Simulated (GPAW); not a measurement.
Si2W, 3 atoms in the cell. Symmetry: I4/mmm, No. 139, tetragonal system. Conventional cell: a = 3.214 Å, b = 3.214 Å, c = 7.830 Å, α = 90.00°, β = 90.00°, γ = 90.00°. Around W (site symmetry 4/mmm) lie 10 Si at 2.62 Å. Si (site symmetry 4mm) is surrounded by 5 Si at 2.59 to 2.63 Å and 5 W at 2.62 Å. 

```yaml
Program: GPAW 26.7.0
Task: equation of state
Functional: PBEsol
Potentials_or_basis: PAW data sets generated in the run's folder for this functional
Cutoff: 600 eV
Basis: pw
k_mesh: 8 × 8 × 8
Occupations: fermi-dirac, width 0.05 eV
Spin: no spin polarisation
Maxiter: 150
Eos_scales: "[0.94, 0.96, 0.98, 1.0, 1.02, 1.04, 1.06]"
```

Potentials or basis: PAW data sets generated in the run's folder for this functional, pw.

The run is started by

```bash
$ gpaw-setup -f PBEsol Si W
$ OMP_NUM_THREADS=1 python run.py
```

Hardware: 1 thread of Arm Neoverse V2 (shared host).

Problem. Estimate the wall time of this run.

Solution. Run time: 5.6 min on 1 thread of Arm Neoverse V2, on a shared host, peak memory 0.37 GiB. Counts: scf iterations 66, plane waves 1309, bands 23, k points 59.
